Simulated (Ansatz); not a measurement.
# Hg under changes of volume

One of the cells (27.006 Å³/atom); the others are scaled copies at fixed shape and fractional positions:

```xyz
1
Lattice="-1.8767 1.8767 1.9168 1.8767 -1.8767 1.9168 1.8767 1.8767 -1.9168" Properties=species:S:1:pos:R:3 pbc="T T T"
Hg    0.0000    0.0000    1.9168
```

* Program: Ansatz 0.2.0
* Functional: LDA
* Potentials or basis: all-electron LAPW, scalar-relativistic
* Cutoff: 185 eV (chosen from the basis error)
* Basis error allowed: 0.001 eV/atom
* k mesh: 10 × 10 × 10
* Occupations: gaussian, width 0.15 eV
* Spin: collinear spin, ferromagnetic start
* Starting moments: [0.5] μB

```tsv
volume (Å³/atom)	energy over the lowest point (meV/atom)	pressure (GPa)
25.385	0.00	-3.6
25.925	12.88	-4.0
26.465	26.57	-4.2
27.006	?	?
27.546	55.49	-4.5
28.086	70.70	-4.6
28.626	86.43	-4.7
```

**Question.** What does the run at 27.006 Å³/atom give?

**Answer.** Energy over the lowest point 40.79 meV/atom; pressure -4.4 GPa.

Worked out: A Birch-Murnaghan fit of order 3 (a polynomial in V^(-2/3)) to the other rows has no minimum within the range. It gives 40.75 meV/atom at 27.006 Å³/atom, against the run's 40.79, and -dE/dV = -4.3 GPa, against -4.4.

Energies are extrapolated to zero smearing.

Caveats: the starting moments weren't kept.
